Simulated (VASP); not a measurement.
**VASP 6.6.1 run: Li$_{2}$S**

INCAR

```
ENCUT = 520
ISMEAR = -1
AMIX = 0.6
NBANDS = 13
PREC = Single
LCHARG = .FALSE.
GGA = PE
SIGMA = 0.02
LWAVE = .FALSE.
EDIFF = 1E-7
LREAL = .FALSE.
NSW = 0
LASPH = .TRUE.
IBRION = -1
ISIF = 2
NELM = 120
```

KPOINTS

```
KPOINTS created by Atomic Simulation Environment
0
Gamma
8 8 8
0 0 0
```

POSCAR

```
S  Li
 1.0000000000000000
     0.0000000000000000    2.8452942153806053    2.8452942153806053
     2.8452942153806053    0.0000000000000000    2.8452942153806053
     2.8452942153806053    2.8452942153806053    0.0000000000000000
 S   Li
   1   2
Cartesian
 -0.0000000000000000  0.0000000000000000  0.0000000000000000
  1.4226471076903027  1.4226471076903027  1.4226471076903027
  4.2679413230709082  4.2679413230709082  4.2679413230709082
```

The recommended PBE PAW datasets give the neutral cell 12 valence electrons.

Command

```
mpirun -np 1 vasp_std
```

How does this run end, and what does it give?

It converged. Results: gap between bands v and c on the k mesh 3.39 eV; least direct gap on the k mesh 4.30 eV; pressure 0.2 GPa. Band v is the last that the valence electrons fill when counted band by band, and c is the next.

OSZICAR

```
N       E                     dE             d eps       ncg     rms          rms(c)
DAV:   1     0.485295131137E+02    0.48530E+02   -0.53039E+03   754   0.892E+02
DAV:   2    -0.464167615213E+01   -0.53171E+02   -0.50621E+02   945   0.196E+02
DAV:   3    -0.121336929357E+02   -0.74920E+01   -0.74392E+01  1434   0.482E+01
DAV:   4    -0.122942484944E+02   -0.16056E+00   -0.16044E+00   975   0.101E+01
DAV:   5    -0.122984311549E+02   -0.41827E-02   -0.41826E-02  1206   0.124E+00    0.388E+00
DAV:   6    -0.119764810770E+02    0.32195E+00   -0.11099E+00   888   0.418E+00    0.297E+00
DAV:   7    -0.119897860838E+02   -0.13305E-01   -0.53142E-02  1061   0.130E+00    0.170E+00
DAV:   8    -0.119974136035E+02   -0.76275E-02   -0.14135E-02   893   0.724E-01    0.658E-01
DAV:   9    -0.119969552556E+02    0.45835E-03   -0.88399E-04   945   0.158E-01    0.171E-01
DAV:  10    -0.119970693715E+02   -0.11412E-03   -0.33829E-04   874   0.914E-02    0.496E-02
DAV:  11    -0.119970709724E+02   -0.16008E-05   -0.87053E-06  1182   0.206E-02    0.217E-02
DAV:  12    -0.119970718969E+02   -0.92448E-06   -0.21856E-06   904   0.882E-03    0.345E-03
DAV:  13    -0.119970718292E+02    0.67655E-07   -0.20240E-07  1053   0.305E-03
   1 F= -.11997072E+02 E0= -.11997072E+02  d E =-.173893E-10
```

For comparison, a separate PBE run of the intended cell, on usual settings and not on those above, gives a gap of 3.39 eV on its mesh and a pressure of 0.2 GPa.
